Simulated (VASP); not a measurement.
InSe:

```
CELL_PARAMETERS angstrom
4.03259 0.00000 0.00000
-2.01630 3.49233 0.00000
0.00000 0.00000 16.75789
ATOMIC_POSITIONS crystal
In 0.33333 0.66667 0.16663
In 0.66667 0.33333 0.66663
In 0.33333 0.66667 0.33337
In 0.66667 0.33333 0.83337
Se 0.33333 0.66667 0.58973
Se 0.66667 0.33333 0.08973
Se 0.33333 0.66667 0.91027
Se 0.66667 0.33333 0.41027
```

Base run:

```yaml
Program: VASP 6.6.1
Functional: TB-mBJ
Potentials_or_basis: VASP PAW PBE potentials, release 64 (In_d, Se)
Cutoff: 520 eV
k_mesh: 9 × 9 × 2
Occupations: gaussian, width 0.03 eV
Spin: no spin polarisation
```

Its results: band gap on the k mesh 1.16 eV, direct.

Question: The run is repeated on the same cell with these changes: functional from TB-mBJ to r2SCAN. What comes out?

Answer: Band gap on the k mesh 0.78 eV, direct.

Caveats: spin-orbit coupling is left out, which moves the levels of the heavy elements.
